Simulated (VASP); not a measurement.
# Ga2O3 (C2/m) in VASP: notebook

The runs below take Ga2O3 through relaxation of cell and atoms, with PBE, LDA.

Everything below comes from runs of VASP 6.6.1. Logs are shortened: lines on timing, memory, paths and dates and some standing lists are left out, and cuts for length are marked.

### Step 1. The structure

Symmetry: C2/m, No. 12, monoclinic system. The conventional cell has a = 12.214 Å, b = 3.037 Å, c = 5.798 Å, α = 90.00°, β = 103.83°, γ = 90.00°. Around Ga (site symmetry m) lie 4 O at 1.83 to 1.86 Å. Around Ga (site symmetry m) lie 6 O at 1.94 to 2.07 Å. O (site symmetry m) has 3 Ga at 1.83 to 1.94 Å as nearest neighbours. O (site symmetry m) is surrounded by 4 Ga at 1.86 to 2.07 Å. O (site symmetry m) is surrounded by 3 Ga at 1.83 to 1.94 Å.

### Step 2. Relaxation of cell and atoms, PBE

Input file INCAR:

```
ALGO = Normal
EDIFF = 1E-6
EDIFFG = -0.01
ENCUT = 600
GGA = PE
IBRION = 2
ISIF = 3
ISMEAR = 0
KPAR = 4
LASPH = True
LCHARG = False
LREAL = False
LWAVE = False
NELM = 80
NSW = 90
PREC = Accurate
SIGMA = 0.03
```

Input file KPOINTS:

```
k-points
0
Gamma
  10 10 6
```

Input file POSCAR:

```
Ga2O3
1.0
    6.1070000000     -1.5185500000      0.0000000000
    6.1070000000      1.5185500000      0.0000000000
   -1.3859888959      0.0000000000      5.6300087380
Ga O
4 6
Direct
    0.0905000000      0.0905000000      0.7946000000
    0.9095000000      0.9095000000      0.2054000000
    0.6586600000      0.6586600000      0.3140200000
    0.3413400000      0.3413400000      0.6859800000
    0.1645000000      0.1645000000      0.1098000000
    0.8355000000      0.8355000000      0.8902000000
    0.1733000000      0.1733000000      0.5632000000
    0.8267000000      0.8267000000      0.4368000000
    0.4959000000      0.4959000000      0.2566000000
    0.5041000000      0.5041000000      0.7434000000
```

Potentials or basis: VASP PAW PBE potentials, release 64 (Ga_d, O).

Command:

```sh
$ cat potpaw_PBE.64/Ga_d/POTCAR potpaw_PBE.64/O/POTCAR > POTCAR
$ mpirun -np 4 vasp_std > vasp.out
```

OUTCAR:

```text
EDIFF = 1E-6
   EDIFFG = -0.01
   ENCUT = 600
   GGA = PE
   IBRION = 2
   ISIF = 3
   ISMEAR = 0
   LASPH = True
   LREAL = False
   NELM = 80
   NSW = 90
   PREC = Accurate

 ion  position               nearest neighbor table
   1  0.090  0.090  0.795-  10 1.83  10 1.83   5 1.83   7 1.86
   2  0.910  0.910  0.205-   9 1.83   9 1.83   6 1.83   8 1.86
   3  0.659  0.659  0.314-   9 1.94   5 1.94   5 1.94   8 2.01   7 2.07   7 2.07
   4  0.341  0.341  0.686-  10 1.94   6 1.94   6 1.94   7 2.01   8 2.07   8 2.07
   5  0.164  0.164  0.110-   1 1.83   3 1.94   3 1.94
   6  0.836  0.836  0.890-   2 1.83   4 1.94   4 1.94
   7  0.173  0.173  0.563-   1 1.86   4 2.01   3 2.07   3 2.07
   8  0.827  0.827  0.437-   2 1.86   3 2.01   4 2.07   4 2.07
   9  0.496  0.496  0.257-   2 1.83   2 1.83   3 1.94
  10  0.504  0.504  0.743-   1 1.83   1 1.83   4 1.94

  LATTYP: Found a base centered monoclinic cell.
 ALAT       =    12.2140000000
 B/A-ratio  =     0.2486572785
 C/A-ratio  =     0.4747093499
 COS(beta)  =    -0.2390419096

  Lattice vectors:

 A1 = (   6.1070000000,  -1.5185500000,   0.0000000000)
 A2 = (   6.1070000000,   1.5185500000,   0.0000000000)
 A3 = (  -1.3859888959,   0.0000000000,   5.6300087380)

Analysis of symmetry for initial positions (statically):
=====================================================================
 Subroutine PRICEL returns:
 Original cell was already a primitive cell.

 Routine SETGRP: Setting up the symmetry group for a
 base centered monoclinic supercell.

 Subroutine GETGRP returns: Found  4 space group operations
 (whereof  4 operations were pure point group operations)
 out of a pool of  4 trial point group operations.

The static configuration has the point symmetry C_2h.

Analysis of symmetry for dynamics (positions and initial velocities):
=====================================================================
 Subroutine PRICEL returns:
 Original cell was already a primitive cell.

 Routine SETGRP: Setting up the symmetry group for a
 base centered monoclinic supercell.

 Subroutine GETGRP returns: Found  4 space group operations
 (whereof  4 operations were pure point group operations)
 out of a pool of  4 trial point group operations.

The dynamic configuration has the point symmetry C_2h.

 Subroutine INISYM returns: Found  4 space group operations
 (whereof  4 operations are pure point group operations),
 and found     1 'primitive' translations

----------------------------------------------------------------------------------------

                                     Primitive cell

  volume of cell :     104.4230

  direct lattice vectors                    reciprocal lattice vectors
     6.107000000 -1.518550000  0.000000000     0.081873260 -0.329261467  0.020155462
     6.107000000  1.518550000  0.000000000     0.081873260  0.329261467  0.020155462
    -1.385988896  0.000000000  5.630008738     0.000000000  0.000000000  0.177619618

  length of vectors
     6.292967750  6.292967750  5.798100000     0.339886138  0.339886138  0.177619618

  position of ions in fractional coordinates (direct lattice)
     0.090500000  0.090500000  0.794600000
     0.909500000  0.909500000  0.205400000
     0.658660000  0.658660000  0.314020000
     0.341340000  0.341340000  0.685980000
     0.164500000  0.164500000  0.109800000
     0.835500000  0.835500000  0.890200000
     0.173300000  0.173300000  0.563200000
     0.826700000  0.826700000  0.436800000
     0.495900000  0.495900000  0.256600000
     0.504100000  0.504100000  0.743400000

  ion indices of the primitive-cell ions
   primitive index   ion index
                 1           1
                 2           2
                 3           3
                 4           4
                 5           5
                 6           6
                 7           7
                 8           8
                 9           9
                10          10

----------------------------------------------------------------------------------------

 KPOINTS: k-points

[... 46 lines left out ...]
 non-spin polarized calculation
 Gauss-broadening in eV      SIGMA  =   0.03
  energy-cutoff  :      600.00
  volume of cell :      104.42
 maximum number of plane-waves:      3516
   NGX = 25   NGY = 25   NGZ = 23

--------------------------------------- Ionic step        1  -------------------------------------------

 number of electron      88.0000002 magnetization

 Free energy of the ion-electron system (eV)
  ---------------------------------------------------
  ext. energy  EPLUGINS =         0.00000000
  ---------------------------------------------------
  free energy    TOTEN  =       -59.52108813 eV

  energy without entropy =      -59.52108813  energy(sigma->0) =      -59.52108813

------------------------ aborting loop because EDIFF is reached ----------------------------------------

  FORCE on cell =-STRESS in cart. coord.  units (eV):
  Direction    XX          YY          ZZ          XY          YZ          ZX
  --------------------------------------------------------------------------------------
  -------------------------------------------------------------------------------------
  Total        6.3145516      6.9732311      6.1319396      0.0000000      0.0000000      0.1110599
  in kB       96.8851053    106.9913232     94.0832620      0.0000000      0.0000000      1.7040083
  external PRESSURE =      99.3198968 kB  Pullay stress =       0.0000000 kB
[... 113 lines left out ...]
  FREE ENERGIE OF THE ION-ELECTRON SYSTEM (eV)
  ---------------------------------------------------
  free  energy   TOTEN  =       -59.6774849444 eV

  energy  without entropy=      -59.6774849444  energy(sigma->0) =      -59.67748494

[... ionic steps 4 to 25 ...]

--------------------------------------- Ionic step       26  -------------------------------------------

 number of electron      88.0000002 magnetization

------------------------ aborting loop because EDIFF is reached ----------------------------------------

  FORCE on cell =-STRESS in cart. coord.  units (eV):
  Direction    XX          YY          ZZ          XY          YZ          ZX
  --------------------------------------------------------------------------------------
  -------------------------------------------------------------------------------------
  Total        0.0191255      0.0079142     -0.0139415      0.0000000      0.0000000      0.0253531
  in kB        0.2788640      0.1153945     -0.2032773      0.0000000      0.0000000      0.3696677
  external PRESSURE =       0.0636604 kB  Pullay stress =       0.0000000 kB
[... 73 lines left out ...]
  energy  without entropy=      -59.6810568729  energy(sigma->0) =      -59.68105687

--------------------------------------- Ionic step       28  -------------------------------------------

 number of electron      88.0000002 magnetization

 Free energy of the ion-electron system (eV)
  ---------------------------------------------------
  ext. energy  EPLUGINS =         0.00000000
  ---------------------------------------------------
  free energy    TOTEN  =       -59.68107584 eV

  energy without entropy =      -59.68107584  energy(sigma->0) =      -59.68107584

 E-fermi :   3.5544     XC(G=0): -11.3624

 val. band max:        3.4168105340   @ k =   0.5000   0.4000   0.5000
 cond. band min:       5.3912180835   @ k =   0.0000   0.0000   0.0000
 fundamental gap:      1.9744075495
 Fermi energy:         3.5544229416

 k-point     1 :       0.0000    0.0000    0.0000
  band No.  band energies     occupation
      1     -15.1907      2.00000
      2     -14.1401      2.00000
      3     -14.1083      2.00000
      4     -14.0039      2.00000
      5     -13.5650      2.00000
      6     -13.5600      2.00000
[... 1309 lines left out ...]
     51      12.3032      0.00000
     52      12.9576      0.00000

 [... further k-points ...]

------------------------ aborting loop because EDIFF is reached ----------------------------------------

  FORCE on cell =-STRESS in cart. coord.  units (eV):
  Direction    XX          YY          ZZ          XY          YZ          ZX
  --------------------------------------------------------------------------------------
  -------------------------------------------------------------------------------------
  Total       -0.0254415     -0.0509656     -0.0479995      0.0000000      0.0000000      0.0248877
  in kB       -0.3709324     -0.7430680     -0.6998231      0.0000000      0.0000000      0.3628571
  external PRESSURE =      -0.6046078 kB  Pullay stress =       0.0000000 kB
[... 25 lines left out ...]
  FREE ENERGIE OF THE ION-ELECTRON SYSTEM (eV)
  ---------------------------------------------------
  free  energy   TOTEN  =       -59.6810758445 eV

  energy  without entropy=      -59.6810758445  energy(sigma->0) =      -59.68107584

 reached required accuracy - stopping structural energy minimisation
```

Run time: 1.5 h. Hardware: 4 MPI ranks of Intel Xeon Platinum 8488C (Sapphire Rapids), shared host; peak memory 1 GiB.

Results:

```yaml
Free_energy: -59.6811 eV
Relaxed_volume: 10.99 Å³/atom
Relaxed_cell: a = 6.417 Å, b = 6.417 Å, c = 5.883 Å, α = 103.30°, β = 103.30°, γ = 27.83°
Space_group_after_relaxing_to_0.05_Å: C2/m (No. 12)
Energy_gained_by_relaxing: 16.0 meV/atom
Ionic_steps: 28
Pressure_after_relaxing: -0.1 GPa
Largest_force_after_relaxing: 0.007 eV/Å
Band_gap_on_the_k_mesh: 1.97 eV, indirect (least direct gap 2.00 eV)
```

Forces in eV/Å, atoms in the order of the input:
```
Ga   0.000  0.000 -0.002
Ga   0.000  0.000  0.002
Ga  -0.002  0.000 -0.002
Ga   0.002  0.000  0.002
O   -0.006  0.000 -0.003
O    0.006  0.000  0.003
O    0.005  0.000  0.000
O   -0.005  0.000  0.000
O   -0.001  0.000 -0.006
O    0.001  0.000  0.006
```

The path:
| step | energy change (eV) | largest force (eV/Å) | pressure (GPa) | volume (Å³) |
| --- | --- | --- | --- | --- |
| 1 | 0.0000 | 0.2443 | 9.93 | 104.42 |
| 2 | -0.0375 | 0.3990 | -7.10 | 114.51 |
| 3 | -0.1564 | 0.1601 | 0.06 | 109.62 |
| 4 | -0.1564 | 0.1542 | 0.25 | 109.52 |
| 5 | -0.1586 | 0.0689 | 0.13 | 109.70 |
| 6 | -0.1587 | 0.0508 | 0.16 | 109.67 |
| 7 | -0.1593 | 0.0376 | -0.14 | 109.85 |
| 8 | -0.1593 | 0.0373 | -0.17 | 109.86 |
| 9 | -0.1596 | 0.0227 | 0.06 | 109.79 |
| 10 | -0.1596 | 0.0244 | 0.20 | 109.74 |
| 11 | -0.1598 | 0.0204 | 0.03 | 109.82 |
| 12 | -0.1598 | 0.0208 | 0.06 | 109.83 |
| 13 | -0.1598 | 0.0218 | 0.01 | 109.84 |
| 14 | -0.1598 | 0.0209 | 0.08 | 109.84 |
| 15 | -0.1598 | 0.0216 | 0.06 | 109.84 |
| 16 | -0.1598 | 0.0181 | -0.04 | 109.88 |
| 17 | -0.1599 | 0.0169 | -0.09 | 109.90 |
| 18 | -0.1599 | 0.0138 | 0.05 | 109.87 |
| 19 | -0.1599 | 0.0129 | 0.08 | 109.85 |
| 20 | -0.1599 | 0.0101 | -0.03 | 109.87 |
| 21 | -0.1599 | 0.0110 | -0.03 | 109.88 |
| 22 | -0.1599 | 0.0151 | -0.09 | 109.90 |
| 23 | -0.1599 | 0.0121 | 0.01 | 109.89 |
| 24 | -0.1599 | 0.0129 | -0.04 | 109.90 |
| 25 | -0.1599 | 0.0130 | -0.04 | 109.89 |
| 26 | -0.1600 | 0.0118 | 0.01 | 109.88 |
| 27 | -0.1600 | 0.0113 | 0.02 | 109.88 |
| 28 | -0.1600 | 0.0068 | -0.06 | 109.89 |

Final structure:
```xyz
10
Lattice="6.2289 -1.5434 0.0107 6.2289 1.5434 0.0107 -1.4038 0.0000 5.7129" Properties=species:S:1:pos:R:3 pbc="T T T"
Ga    0.0056    0.0000    4.5429
Ga   11.0485    0.0000    1.1914
Ga    7.7624    0.0000    1.8082
Ga    3.2917    0.0000    3.9261
O     1.8877    0.0000    0.6269
O     9.1664    0.0000    5.1074
O     1.3703    0.0000    3.2262
O     9.6837    0.0000    2.5081
O     5.8183    0.0000    1.4764
O     5.2357    0.0000    4.2579
```

A k mesh can miss the band edges. Zero-point motion and thermal expansion aren't in these numbers.

### Step 3. Relaxation of cell and atoms, PBE

This run uses another cell than the first one, of 10.99 Å³/atom, 1.052 times its volume.

INCAR: that of step 2 with these lines changed.

```diff
@@ -1,4 +1,4 @@
 ALGO = Normal
-EDIFF = 1E-6
-EDIFFG = -0.01
+EDIFF = 1E-7
+EDIFFG = -0.005
 ENCUT = 600
```

KPOINTS is that of step 2.

Input file POSCAR:

```
Ga2O3                                   
1.0
    6.2289242664     -1.5433917557      0.0107133117
    6.2289242664      1.5433917557      0.0107133117
   -1.4037783695      0.0000000000      5.7128986957
  Ga              O             
     4     6
Direct
     0.0900174973583621    0.0900174973583621    0.7948655381063816
     0.9099825026416377    0.9099825026416377    0.2051344618936186
     0.6584818964016231    0.6584818964016231    0.3140507225453488
     0.3415181035983769    0.3415181035983769    0.6859492774546511
     0.1638243729846604    0.1638243729846604    0.1091237859785279
     0.8361756270153399    0.8361756270153399    0.8908762140214721
     0.1735593798328035    0.1735593798328035    0.5640687360315026
     0.8264406201671968    0.8264406201671968    0.4359312639684970
     0.4959529757358155    0.4959529757358155    0.2565730676745796
     0.5040470242641845    0.5040470242641845    0.7434269323254206
```

Potentials or basis: VASP PAW PBE potentials, release 64 (Ga_d, O).

Command:

```sh
$ cat potpaw_PBE.64/Ga_d/POTCAR potpaw_PBE.64/O/POTCAR > POTCAR
$ mpirun -np 4 vasp_std > vasp.out
```

It took 17 min on 4 MPI ranks of Intel Xeon Platinum 8488C (Sapphire Rapids), shared host; peak memory 1 GiB.

Results (log left out):

- Free energy: -59.6945 eV
- Relaxed volume: 10.98 Å³/atom
- Relaxed cell: a = 6.416 Å, b = 6.416 Å, c = 5.882 Å, α = 103.29°, β = 103.29°, γ = 27.83°
- Space group after relaxing (to 0.05 Å): C2/m (No. 12)
- Energy gained by relaxing: 0.0 meV/atom
- Ionic steps: 3
- Pressure after relaxing: 0.0 GPa
- Largest force after relaxing: 0.005 eV/Å
- Band gap on the k mesh: 1.98 eV, indirect (least direct gap 2.00 eV)

Forces on the atoms (eV/Å):
```
Ga   0.000  0.000 -0.002
Ga   0.000  0.000  0.002
Ga  -0.002  0.000 -0.001
Ga   0.002  0.000  0.001
O   -0.004  0.000 -0.003
O    0.004  0.000  0.003
O    0.002  0.000  0.001
O   -0.002  0.000 -0.001
O    0.002  0.000 -0.003
O   -0.002  0.000  0.003
```

Final structure:
```
CELL_PARAMETERS angstrom
6.22810 -1.54312 0.01097
6.22810 1.54312 0.01097
-1.40336 0.00000 5.71202
ATOMIC_POSITIONS crystal
Ga 0.09001 0.09001 0.79485
Ga 0.90999 0.90999 0.20515
Ga 0.65847 0.65847 0.31404
Ga 0.34153 0.34153 0.68596
O 0.16381 0.16381 0.10911
O 0.83619 0.83619 0.89089
O 0.17357 0.17357 0.56407
O 0.82643 0.82643 0.43593
O 0.49595 0.49595 0.25654
O 0.50405 0.50405 0.74346
```

Levels at points of the mesh, in eV from the valence-band top:
```
           k point  band 42  band 43  band 44  band 45  band 46  band 47
(0.00, 0.00, 0.00)    -0.47    -0.28    -0.02     1.98     5.34     6.25
(0.50, 0.00, 0.00)    -0.69    -0.47    -0.10     5.32     6.12     6.79
(0.50, 0.50, 0.00)    -0.68    -0.42    -0.14     4.16     4.39     5.61
(0.00, 0.00, 0.50)    -0.60    -0.54    -0.29     4.33     4.52     6.26
(0.50, 0.00, 0.50)    -0.98    -0.70    -0.61     6.44     6.50     7.44
(0.50, 0.50, 0.50)    -0.64    -0.58    -0.01     4.72     4.95     5.79
```

### Step 4. Relaxation of cell and atoms, LDA

Input file INCAR:

```
  PREC = Accurate
  ENCUT = 600
  EDIFF = 1E-6
  ISMEAR = 0
  SIGMA = 0.03
  LREAL = False
  LASPH = True
  NELM = 80
  ALGO = Normal
  ISIF = 3
  LWAVE = False
  LCHARG = False
  GGA = CA
  IBRION = 2
  NSW = 90
  EDIFFG = -0.01
  KPAR = 4
```

Input file KPOINTS:

```
Automatic mesh
0
Gamma
  10 10 6
```

Input file POSCAR:

```
Ga2O3
1.0
    6.1070000000     -1.5185500000      0.0000000000
    6.1070000000      1.5185500000      0.0000000000
   -1.3859888959      0.0000000000      5.6300087380
Ga O
4 6
Direct
    0.0905000000      0.0905000000      0.7946000000
    0.9095000000      0.9095000000      0.2054000000
    0.6586600000      0.6586600000      0.3140200000
    0.3413400000      0.3413400000      0.6859800000
    0.1645000000      0.1645000000      0.1098000000
    0.8355000000      0.8355000000      0.8902000000
    0.1733000000      0.1733000000      0.5632000000
    0.8267000000      0.8267000000      0.4368000000
    0.4959000000      0.4959000000      0.2566000000
    0.5041000000      0.5041000000      0.7434000000
```

Potentials or basis: VASP PAW LDA potentials, release 64 (Ga_d, O).

Command:

```sh
$ cat potpaw_LDA.64/Ga_d/POTCAR potpaw_LDA.64/O/POTCAR > POTCAR
$ mpirun -np 4 vasp_std > vasp.out
```

It took 36 min on 4 MPI ranks of Intel Xeon 6975P-C (Granite Rapids), shared host; peak memory 0.91 GiB.

The run converged. Its results:

```
Free energy                            : -68.2548 eV
Relaxed volume                         : 10.29 Å³/atom
Relaxed cell                           : a = 6.263 Å, b = 6.263 Å, c = 5.763 Å, α = 103.30°, β = 103.30°, γ = 27.93°
Space group after relaxing (to 0.05 Å) : C2/m (No. 12)
Energy gained by relaxing              : 1.4 meV/atom
Ionic steps                            : 18
Pressure after relaxing                : 0.0 GPa
Largest force after relaxing           : 0.008 eV/Å
Band gap on the k mesh                 : 2.44 eV, indirect (least direct gap 2.47 eV)
```

Forces on the atoms (eV/Å):
```
Ga  -0.002  0.000 -0.003
Ga   0.002  0.000  0.003
Ga   0.002  0.000  0.002
Ga  -0.002  0.000 -0.002
O    0.000  0.000  0.003
O    0.000  0.000 -0.003
O   -0.004  0.000 -0.006
O    0.004  0.000  0.006
O   -0.005  0.000 -0.005
O    0.005  0.000  0.005
```

The path:
| step | energy change (eV) | largest force (eV/Å) | pressure (GPa) | volume (Å³) |
| --- | --- | --- | --- | --- |
| 1 | 0.0000 | 0.0953 | -2.65 | 104.42 |
| 2 | -0.0017 | 0.1723 | 2.65 | 101.84 |
| 3 | -0.0119 | 0.0851 | 0.05 | 103.08 |
| 4 | -0.0119 | 0.0845 | 0.09 | 103.05 |
| 5 | -0.0129 | 0.0593 | 0.02 | 103.02 |
| 6 | -0.0129 | 0.0599 | 0.02 | 103.02 |
| 7 | -0.0133 | 0.0374 | -0.06 | 103.02 |
| 8 | -0.0134 | 0.0512 | -0.10 | 103.03 |
| 9 | -0.0137 | 0.0204 | 0.00 | 102.97 |
| 10 | -0.0137 | 0.0239 | 0.05 | 102.94 |
| 11 | -0.0137 | 0.0265 | 0.05 | 102.93 |
| 12 | -0.0138 | 0.0232 | -0.06 | 102.94 |
| 13 | -0.0139 | 0.0236 | -0.11 | 102.96 |
| 14 | -0.0139 | 0.0213 | -0.01 | 102.93 |
| 15 | -0.0140 | 0.0185 | 0.01 | 102.89 |
| 16 | -0.0140 | 0.0322 | 0.16 | 102.79 |
| 17 | -0.0140 | 0.0200 | 0.01 | 102.86 |
| 18 | -0.0141 | 0.0075 | 0.04 | 102.86 |

Final structure:
```
CELL_PARAMETERS angstrom
6.07815 -1.51132 0.00718
6.07815 1.51132 0.00718
-1.37284 0.00000 5.59715
ATOMIC_POSITIONS crystal
Ga 0.09081 0.09081 0.79525
Ga 0.90919 0.90919 0.20475
Ga 0.65892 0.65892 0.31442
Ga 0.34108 0.34108 0.68558
O 0.16607 0.16607 0.10945
O 0.83393 0.83393 0.89055
O 0.17307 0.17307 0.56186
O 0.82693 0.82693 0.43814
O 0.49652 0.49652 0.25582
O 0.50348 0.50348 0.74418
```

Levels at points of the mesh, in eV from the valence-band top:
```csv
k point,band 40,band 41,band 42,band 43,band 44,band 45,band 46,band 47,band 48,band 49
"(0.00, 0.00, 0.00)",-0.70,-0.70,-0.52,-0.30,-0.02,2.44,5.62,6.60,6.75,7.66
"(0.50, 0.00, 0.00)",-1.35,-0.79,-0.75,-0.48,-0.12,5.54,6.48,7.20,7.43,7.94
"(0.50, 0.50, 0.00)",-1.16,-0.71,-0.69,-0.42,-0.17,4.57,4.85,5.64,6.54,7.88
"(0.00, 0.00, 0.50)",-1.46,-0.73,-0.67,-0.51,-0.31,4.80,4.89,6.73,7.15,7.66
"(0.50, 0.00, 0.50)",-1.29,-1.15,-1.12,-0.77,-0.69,6.87,6.89,7.76,7.93,8.36
"(0.50, 0.50, 0.50)",-0.74,-0.68,-0.62,-0.62,-0.02,5.21,5.28,6.26,6.54,6.85
```
